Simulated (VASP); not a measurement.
Here is a VASP 6.6.1 calculation.

File INCAR:

```
PREC = Accurate ; ENCUT = 600
EDIFF = 1E-6 ; ISMEAR = 1
SIGMA = 0.1 ; LREAL = F
LASPH = T ; NELM = 120
ALGO = Normal ; ISIF = 3
LWAVE = F ; LCHARG = F
GGA = PE ; IBRION = 2
NSW = 60 ; EDIFFG = -0.005
```

File KPOINTS:

```
Automatic mesh
0
Gamma
  14 14 14
```

File POSCAR:

```
AlNi
1.0
    2.8600000000      0.0000000000      0.0000000000
    0.0000000000      2.8600000000      0.0000000000
    0.0000000000      0.0000000000      2.8600000000
Ni Al
1 1
Direct
    0.0000000000      0.0000000000      0.0000000000
    0.5000000000      0.5000000000      0.5000000000
```

Potentials or basis: VASP PAW PBE potentials, release 64 (Ni, Al).

Launch:

```console
$ cat potpaw_PBE.64/Ni/POTCAR potpaw_PBE.64/Al/POTCAR > POTCAR
$ mpirun -np 1 vasp_std > vasp.out
```

(1) Estimate the space group after relaxing (to 0.05 Å).

(2) Estimate the relaxed volume.

Answers

(1) Pm-3m (No. 221).

(2) 12.11 Å³/atom.
